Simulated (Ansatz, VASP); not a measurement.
# One calculation of PbO, two programs

```
CELL_PARAMETERS angstrom
3.21424 0.00000 0.00000
0.00000 3.21424 0.00000
0.00000 0.00000 3.21424
ATOMIC_POSITIONS crystal
Pb 0.50000 0.50000 0.50000
O 0.00000 0.00000 0.00000
```

Alike in both runs: functional PBE; k mesh 6 × 6 × 6; occupations gaussian, width 0.1 eV; no spin polarisation.

Ansatz relaxed the structure, and its values are those at the end. VASP's run is a single point on that final structure, the one shown.

|  | VASP | Ansatz |
| --- | --- | --- |
| version | VASP 6.6.1 | Ansatz 0.2.0 |
| potentials or method | VASP PAW PBE potentials, release 64 (Pb_d, O) | scalar-relativistic, plane waves, PAW |
| plane-wave cutoff (eV) | 520 | 420 |
| valence electrons in the cell | 20 | 20 |

|  | VASP | Ansatz | Ansatz less VASP |
| --- | --- | --- | --- |
| gap on the k mesh at the Fermi level (eV) | 0.58 | 0.58 | +0.002 |
| least direct gap on the mesh (eV) | 0.70 | 0.70 | +0.001 |
| pressure (GPa) | -0.2 | 0.0 | +0.14 |

Caveats: spin-orbit coupling is left out, which as a rule narrows the gap of such compounds by several tenths of an eV. A k mesh can miss the band edges.
